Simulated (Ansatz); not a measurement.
Structure from Materials Project entry mp-126 (possibly hypothetical), not relaxed further.

An input for Pt: DFT, LDA, all-electron LAPW, scalar-relativistic (Ansatz 0.2.0).

```yaml
crystal:
  lattice:
    - [0.0, 1.9715751809, 1.9715751809]
    - [1.9715751809, 0.0, 1.9715751809]
    - [1.9715751809, 1.9715751809, 0.0]
  atoms:
    - { symbol: Pt, position: [0.0, 0.0, 0.0] }
kpoints:
  mp_grid: { grid: [16, 16, 16] }
  band_path:
    path:
      - [0.0, 0.0, 0.0]
      - [0.5, 0.0, 0.5]
      - [0.625, 0.25, 0.625]
      - [0.375, 0.375, 0.75]
      - [0.0, 0.0, 0.0]
      - [0.5, 0.5, 0.5]
      - [0.5, 0.25, 0.75]
      - [0.5, 0.0, 0.5]
    npoints: 8
scf:
  occupations: { method: fermi_dirac, width: 0.05 }
hamiltonian:
  xc: lda
  pseudopotentials: { kind: all_electron, lapw: { basis_error: 0.00025 } }
output:
  forces: true
  stress: true
  eigenvalues: true
  populations: true
  dos: { projected: true, de: 0.2, e_range: [-14, 8] }
```

Set-up and iterations as logged by Ansatz (the results part is left out, to be predicted):

```
Pt: projections on atomic orbitals take those of the free atom 1s2 2s2 2p6 3s2 3p6 3d10 4s2 4p6 4d10 4f14 5s2 5p6 5d9 6s1, of charge +0.00 (hamiltonian.pseudopotentials.projection_atoms)
LAPW: plane waves up to 8.978 Å⁻¹, error target 2.5e-4 eV per atom; small_component_spin mean_spin; Pt in spheres of 1.394 Å, 42 of its electrons in bands, Dirac shells []
Engine: ansatz 0.2.0
Pseudopotentials: kind: all_electron
Pseudopotential: Pt, LAPW, valence charge 42, Koelling and Harmon's equation, gaussian nucleus
Functional definition: SPW92
  exchange = slater_x
  correlation = pw_c
Crystal: 1 atoms, lattice volume = 15.327 Å³
Basis set: ecut = 307.0839099534108 eV, 169 PW (Γ), exchange–correlation at level 2
Bands: 26, of which v1, the nominal top of the filled ones, is band 21 counted from 1 (20 counted from 0)
Symmetry: 48 space group operations
Space group: Fm-3m (ITA 225), of the structure as read, at distance tolerance 2.5e-5 Å
k-points: 145 of 4096
Non-local potential: Pt, projectors of the file, none
Initial density: superposition of atomic densities (chi_scale 0.1, normalization cell)
Initial wavefunctions: plane waves of lowest kinetic energy (no species holds an atomic orbital)
Functional: x = slater, c = lda
iter 1 solved again at ethr=1.78e-4 eV; its pass at ethr=1.00e-1 eV (dr2=7.49e-2 eV) is discarded
SCF iter   1: F=—  HF=-500679.881047 eV  |F-HF|=—  |Δ(HF+E_count)|=         —  Δρ=3.10e-2  dr2=7.52e-2  ethr=1.78e-4  ⟨swp⟩=3.0  Hψ=23964  notcnv=0
SCF iter   2: F=—  HF=-500679.877463 eV  |F-HF|=—  |Δ(HF+E_count)|=   3.58e-3  Δρ=1.19e-2  dr2=1.16e-2  ethr=1.78e-4  ⟨swp⟩=3.0  Hψ=12282  notcnv=0
SCF iter   3: F=—  HF=-500679.472015 eV  |F-HF|=—  |Δ(HF+E_count)|=   4.05e-1  Δρ=7.39e-3  dr2=4.63e-3  ethr=2.76e-5  ⟨swp⟩=3.0  Hψ=12344  notcnv=0
SCF iter   4: F=—  HF=-500679.469160 eV  |F-HF|=—  |Δ(HF+E_count)|=         —  Δρ=3.67e-3  dr2=1.46e-3  ethr=1.10e-5  ⟨swp⟩=2.0  Hψ=10923  notcnv=0
the basis was enlarged: its passes take 474.2 KiB over the memory plan, 1 of 1 planned eigensolver slots
SCF iter   5: F=—  HF=-500679.469319 eV  |F-HF|=—  |Δ(HF+E_count)|=   1.60e-4  Δρ=1.50e-3  dr2=3.45e-4  ethr=3.47e-6  ⟨swp⟩=2.0  Hψ=10926  notcnv=0
iter 6 solved again at ethr=2.71e-8 eV; its pass at ethr=8.22e-7 eV (dr2=1.14e-5 eV) is discarded
SCF iter   6: F=—  HF=-500679.469376 eV  |F-HF|=—  |Δ(HF+E_count)|=   5.62e-5  Δρ=3.33e-4  dr2=1.14e-5  ethr=2.71e-8  ⟨swp⟩=2.0  Hψ=18668  notcnv=0
SCF iter   7: F=—  HF=-500679.469376 eV  |F-HF|=—  |Δ(HF+E_count)|=   7.12e-7  Δρ=7.75e-5  dr2=6.57e-7  ethr=2.71e-8  ⟨swp⟩=2.0  Hψ=10929  notcnv=0
SCF iter   8: F=-500679.469376 eV  HF=-500679.469376 eV  |F-HF|=2.26e-8  |Δ(HF+E_count)|=   7.62e-8  Δρ=1.63e-5  dr2=3.26e-8  ethr=1.56e-9  ⟨swp⟩=2.0  Hψ=10929  notcnv=0
```

(1) What pressure will this run report?

(2) Is there a band gap?

## Answers

(1) -10.50 GPa (positive in compression).

(2) none: bands cross the Fermi level, a metal.
